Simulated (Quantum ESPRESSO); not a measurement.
## KCl (Sylvite) in Quantum ESPRESSO: the effect of functional

The system is KCl (Sylvite).

```
K Cl
1.0
     0.00000    3.14647    3.14647
     3.14647    0.00000    3.14647
     3.14647    3.14647    0.00000
K Cl
1 1
Direct
  0.00000 0.00000 0.00000
  0.50000 0.50000 0.50000
```

Alike in all runs:

```yaml
Program: Quantum ESPRESSO 7.5
Task: dielectric tensor
Cutoff: 612 eV
Density_cutoff: 4898 eV
k_mesh: 6 × 6 × 6, shifted
Occupations: fermi-dirac, width 0.05 eV
Spin: no spin polarisation
```

Question: One run gave: pressure -2.2 GPa; dielectric constant 2.40 mean. Which functional did it use?
A. AM05
B. WC
C. PBEsol
D. BLYP
E. LDA

Answer: E.

```csv
functional,potentials or basis,pressure (GPa),dielectric constant (mean)
LDA,GBRV 1.5 LDA,-2.2,2.40
PBEsol,GBRV 1.5 PBEsol,-0.6,2.36
WC,GBRV 1.5 PBE,-0.4,2.35
BLYP,GBRV 1.5 PBE,1.3,2.31
AM05,GBRV 1.5 PBE,0.3,2.33
```

Caveats: the potentials were made for another functional, which shifts forces and pressure (some runs).

Runs at the PBE level aren't shown here.
